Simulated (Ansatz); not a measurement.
The system is TiTe.

```
Te Ti
1.0
     3.84200    0.00000    0.00000
    -1.92100    3.32727    0.00000
     0.00000    0.00000    6.40300
Te Ti
2 2
Direct
  0.66667 0.33333 0.75000
  0.33333 0.66667 0.25000
  0.00000 0.00000 0.50000
  0.00000 0.00000 0.00000
```

Base run:

- Program: Ansatz 0.2.0
- Functional: r2SCAN
- Potentials or basis: Ansatz PAW
- Cutoff: 500 eV
- Density cutoff: 2000 eV
- k mesh: 8 × 8 × 4
- Occupations: fermi-dirac, width 0.05 eV
- Spin: no spin polarisation

Its results: band gap on the k mesh none (metal or under the smearing width); pressure 7.6 GPa.

**Question.** The run is repeated on the same cell with these changes: functional from r2SCAN to PBEsol; cutoff from 500 eV to 420 eV; density cutoff from 2000 eV to 1680 eV. What comes out?

**Answer.** Band gap on the k mesh none (metal or under the smearing width); pressure 3.4 GPa.

Caveats: the PAW data sets come from PBE, with cores solved anew for the run's functional, which leaves a small shift of forces and pressure.

Not every run made on this cell is shown here.
